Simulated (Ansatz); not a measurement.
Wires are cut from relaxed bulk BAs (F-43m, 13.55 Å³/atom, gap on the mesh 1.08 eV); atoms and period are relaxed, and energies count from that bulk.

Theory: Ansatz 0.2.0, DFT PBEsol, scalar-relativistic, plane waves, PAW.

Cutoff 420 eV; k points 1×1×10 on the computed 14-atom cell (Γ-centred); Gaussian smearing, width 0.05 eV; collinear spin from starting moments 0.3 0.3 0.3 0.3 0.3 0.3 0.3 0.3 0.3 0.3 0.3 0.3 0.3 0.3 μB.

Start ([110] wire, 14 host atoms a period):

```yaml
crystal:
  lattice:
    - [15.70000, 0.00000, 0.00000]
    - [0.00000, 15.30000, 0.00000]
    - [0.00000, 0.00000, 3.37140]
  atoms:
    - { symbol: B, position: [0.50000, 0.46105, 0.00000] }
    - { symbol: As, position: [0.50000, 0.53895, 0.50000] }
    - { symbol: B, position: [0.39263, 0.61686, 0.50000] }
    - { symbol: B, position: [0.39263, 0.30523, 0.50000] }
    - { symbol: As, position: [0.60737, 0.69477, 0.00000] }
    - { symbol: As, position: [0.60737, 0.38314, 0.00000] }
    - { symbol: B, position: [0.60737, 0.61686, 0.50000] }
    - { symbol: B, position: [0.60737, 0.30523, 0.50000] }
    - { symbol: As, position: [0.39263, 0.69477, 0.00000] }
    - { symbol: As, position: [0.39263, 0.38314, 0.00000] }
    - { symbol: B, position: [0.28526, 0.46105, 0.00000] }
    - { symbol: B, position: [0.71474, 0.46105, 0.00000] }
    - { symbol: As, position: [0.28526, 0.53895, 0.50000] }
    - { symbol: As, position: [0.71474, 0.53895, 0.50000] }
```

Task: What does the relaxation give?

Result: The free energy falls by 425 meV/atom.

- excess energy (eV per host atom): 0.603
- line energy (eV/Å): 2.505
- period (Å): 3.370
- gap on the mesh (eV): 0
- highest filled level or Fermi level under vacuum (eV): 4.86
- size of the moment (μB per cell): 0.42

Relaxed structure:
```
CELL_PARAMETERS angstrom
15.70000 0.00000 0.00000
0.00000 15.30000 0.00000
0.00000 0.00000 3.37024
ATOMIC_POSITIONS crystal
B 0.50000 0.45549 0.00000
As 0.50000 0.53260 0.50000
B 0.39923 0.61587 0.50000
B 0.44816 0.32319 0.50000
As 0.58021 0.69158 0.00000
As 0.60793 0.36402 0.00000
B 0.60077 0.61587 0.50000
B 0.55184 0.32319 0.50000
As 0.41979 0.69158 0.00000
As 0.39207 0.36402 0.00000
B 0.31968 0.47302 0.00000
B 0.68032 0.47302 0.00000
As 0.28710 0.53827 0.50000
As 0.71290 0.53827 0.50000
```

Each run keeps its start's symmetry and one magnetic start, so lower states can exist.

It took 9.3 min on 4 threads of Arm Neoverse V2 (shared host), peak memory 2 GiB.